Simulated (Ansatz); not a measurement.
## Band table of V (hcp type)

```
V
1.0
     1.93658    0.00000    0.00000
    -0.96829    1.67712    0.00000
     0.00000    0.00000    3.41562
V
2
Direct
  0.33333 0.66667 0.25000
  0.66667 0.33333 0.75000
```

The cell comes from a relaxation on PAW files under the same functional, begun from a prototype that needn't be the stable phase.

Level of theory: DFT with PBE, scalar-relativistic, in Ansatz 0.2.0; a Γ-centred 18×18×10 k mesh, Fermi–Dirac smearing of 0.1 eV, no spin polarisation. LAPW: all electrons, basis error target 1 meV/atom.

This run: volume at 0.4 of the series' base cell.

The structure type is held throughout; the real material can change phase at far lower pressure.

Path points, in fractions of the reciprocal vectors: Γ (0.000, 0.000, 0.000), M (0.500, 0.000, 0.000), K (0.333, 0.333, 0.000), A (0.000, 0.000, 0.500), L (0.500, 0.000, 0.500), H (0.333, 0.333, 0.500). Levels in eV from the Fermi level; bands 17 to 24, counted from the lowest band of the run. The gap is zero, the pressure 756.7 GPa.

```
# k(1/Å) point b17 b18 b19 b20 b21 b22 b23 b24
0.000 Γ -6.50 -4.73 -2.68 -1.37 -1.37 -0.11 -0.11 2.97
0.468 - -5.61 -4.21 -2.77 -1.41 -0.14 0.08 0.48 1.08
0.937 - -7.13 -4.36 -4.10 -2.01 -0.42 0.46 0.91 3.11
1.405 - -9.18 -7.94 -5.63 -0.78 -0.68 -0.22 2.50 7.04
1.873 M -9.95 -9.24 -6.25 -1.25 -1.23 0.92 3.35 7.76
2.144 - -9.25 -9.14 -5.56 -1.59 -1.26 0.98 2.95 7.32
2.414 - -9.33 -7.03 -3.84 -2.26 -1.35 1.21 1.77 6.35
2.684 - -9.52 -4.31 -2.57 -2.20 -1.66 0.08 1.81 5.51
2.955 K -9.65 -2.23 -2.23 -1.93 -1.93 -1.57 2.43 5.22
3.495 - -8.59 -4.53 -3.51 -3.15 -0.21 0.06 1.16 3.38
4.036 - -5.15 -5.07 -4.38 -2.16 -1.73 -0.66 1.26 2.05
4.577 - -5.22 -4.17 -3.11 -0.92 -0.64 0.21 0.45 0.79
5.118 Γ -6.50 -4.73 -2.68 -1.37 -1.37 -0.11 -0.11 2.97
5.348 - -6.38 -4.31 -2.81 -1.43 -1.43 -0.24 -0.24 3.25
5.578 - -6.03 -3.61 -2.70 -1.51 -1.51 -0.58 -0.58 3.97
5.808 - -5.48 -4.10 -1.49 -1.49 -0.99 -0.98 -0.98 3.54
6.037 A -4.81 -4.81 -1.31 -1.31 -1.31 -1.31 1.22 1.22
6.506 - -4.27 -4.27 -2.62 -2.62 -0.21 -0.21 0.67 0.67
6.974 - -6.46 -6.46 -3.99 -3.99 2.16 2.16 2.36 2.36
7.442 - -8.46 -8.46 -6.24 -6.24 2.77 2.77 5.20 5.20
7.911 L -9.15 -9.15 -7.21 -7.21 2.63 2.63 6.11 6.11
8.181 - -8.76 -8.76 -6.67 -6.67 1.52 1.52 6.47 6.47
8.451 - -7.94 -7.94 -5.11 -5.11 -0.37 -0.37 5.44 5.44
8.722 - -6.98 -6.98 -4.20 -4.20 -0.79 -0.79 3.26 3.26
8.992 H -6.28 -6.28 -4.84 -4.84 0.62 0.62 1.70 1.70
9.533 - -7.28 -7.28 -3.35 -3.35 -0.68 -0.68 2.00 2.00
10.074 - -6.45 -6.45 -2.85 -2.85 -0.43 -0.43 1.90 1.90
10.614 - -4.23 -4.23 -2.78 -2.78 -0.39 -0.39 0.95 0.95
11.155 A -4.81 -4.81 -1.31 -1.31 -1.31 -1.31 1.22 1.22
```
